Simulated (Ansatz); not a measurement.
Al2O3 (Corundum):

```xyz
10
Lattice="2.3803 1.3742 4.3319 -2.3803 1.3742 4.3319 0.0000 -2.7485 4.3319" Properties=species:S:1:pos:R:3 pbc="T T T"
Al    0.0000    0.0000   11.0743
Al    0.0000    0.0000    8.4191
Al    0.0000    0.0000    1.9213
Al    0.0000    0.0000    4.5765
O    -1.6503   -0.1099    5.4148
O     0.7300    1.4841    5.4148
O     0.9203   -1.3742    5.4148
O     1.6503    0.1099    7.5808
O    -0.7300   -1.4841    7.5808
O    -0.9203    1.3742    7.5808
```

Base run:

- Program: Ansatz 0.2.0
- Functional: PBE
- Potentials or basis: Ansatz PAW earlier set
- Cutoff: 1050 eV
- Density cutoff: 4200 eV
- k mesh: 7 × 7 × 7
- Occupations: fermi-dirac, width 0.05 eV
- Spin: no spin polarisation

Its results: band gap on the k mesh 6.22 eV, direct; pressure 7.4 GPa; largest force 0.026 eV/Å.

Question: The run is repeated on the same cell with these changes: potentials or basis from Ansatz PAW earlier set to PseudoDojo stringent (PBE files); cutoff from 1050 eV to 1252 eV; density cutoff from 4200 eV to 5007 eV; valence electrons from 80 to 48. What comes out?

Answer: Band gap on the k mesh 6.26 eV, direct; pressure 6.4 GPa; largest force 0.054 eV/Å.

Not every run made on this cell is shown here.
